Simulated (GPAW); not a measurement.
Runs of GPAW 26.7.0 on V. Symmetry: Im-3m, No. 229, cubic system. The conventional cell has a = 3.029 Å, b = 3.029 Å, c = 3.029 Å, α = 90.00°, β = 90.00°, γ = 90.00°. V (site symmetry m-3m) is surrounded by 8 V at 2.62 Å. 

```tsv
task	level	potentials or basis	cell	k mesh	optimizer	fmax	max steps	convergence	band path	gap on the mesh (eV)	pressure (GPa)	moment (μB)	relaxed volume (Å³/atom)
relaxation of cell and atoms	PBEsol+D4	PAW data sets generated in the run's folder for this functional, pw	relaxed	12 × 12 × 12	BFGS	0.05 eV/Å	100	density=1e-05 forces=0.0001	-	none	0.3	0.00	12.88
band structure	BP86	PAW data sets generated in the run's folder for this functional, pw	as given	10 × 10 × 10	-	-	-	-	GHNGPH,PN	-	-4.6	0.00	-
relaxation of cell and atoms	RPBE+D3(BJ)	the program's PAW data sets (release 1.2.1) made for this functional, pw	relaxed	12 × 12 × 12	FIRE	0.05 eV/Å	100	density=1e-05 forces=0.0001	-	none	-0.4	0.00	(a)
relaxation of cell and atoms	PBEsol+D3(BJ)	PAW data sets generated in the run's folder for this functional, pw	relaxed	12 × 12 × 12	LBFGS	0.01 eV/Å	60	density=1e-05 forces=0.0001	-	none	0.0	0.00	12.48
```

Alike in all rows: spin collinear, ferromagnetic start; cutoff (eV) 600; smearing fermi-dirac 0.05 eV.

**Question.** Estimate the missing entries.

**Answer.** (a) 10.85.

Caveats: each step starts from the last one's moments, so a moment once lost doesn't come back (some runs); later steps reuse the first step's grids (some runs); pairwise dispersion overbinds metals, which lowers pressure and volume (some runs); the volume moved by over 15 % at a fixed basis, so the end points are rough (some runs); the volume moved by -22 % from the deposited cell, more than functionals usually miss (some runs); the volume moved by -10 % from the deposited cell, more than functionals usually miss (some runs).

A gap of «none» marks a metal or a gap under the smearing width.

Runs at the PBE level aren't shown here.
